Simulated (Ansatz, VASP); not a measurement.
## BAs in VASP and in Ansatz

```xyz
8
Lattice="5.8856 0.0000 0.0000 0.0000 5.8856 0.0000 0.0000 0.0000 3.3902" Properties=species:S:1:pos:R:3 pbc="T T T"
B     3.9861    3.9861    0.0000
B     1.0433    4.8423    1.6951
B     4.8423    1.0433    1.6951
B     1.8995    1.8995    0.0000
As    4.8175    4.8175    1.6951
As    1.0681    1.0681    1.6951
As    4.0109    1.8747    0.0000
As    1.8747    4.0109    0.0000
```

Alike in both runs: functional PBE; k mesh 4 × 4 × 6; occupations gaussian, width 0.1 eV; no spin polarisation.

Ansatz relaxed the structure, and its values are those at the end. VASP's run is a single point on that final structure, the one shown.

|  | VASP | Ansatz |
| --- | --- | --- |
| version | VASP 6.6.1 | Ansatz 0.2.0 |
| potentials or method | VASP PAW PBE potentials, release 64 (B, As) | scalar-relativistic, plane waves, PAW |
| plane-wave cutoff (eV) | 520 | 420 |
| valence electrons in the cell | 32 | 72 |

Ansatz gave:

```
gap on the k mesh at the Fermi level (eV) : 0.85
least direct gap on the mesh (eV)         : 1.16
pressure (GPa)                            : 0.1
rms of the force components (eV/Å)        : 0.003
```

Question: Estimate VASP's values.

Answer: gap on the k mesh at the Fermi level (eV): 0.83; least direct gap on the mesh (eV): 1.15; pressure (GPa): 0.7; rms of the force components (eV/Å): 0.002.

The two sets of potentials don't hold the same shells in valence.

A k mesh can miss the band edges. Expect the measured gap to be larger: semilocal functionals such as PBE lack the derivative discontinuity.
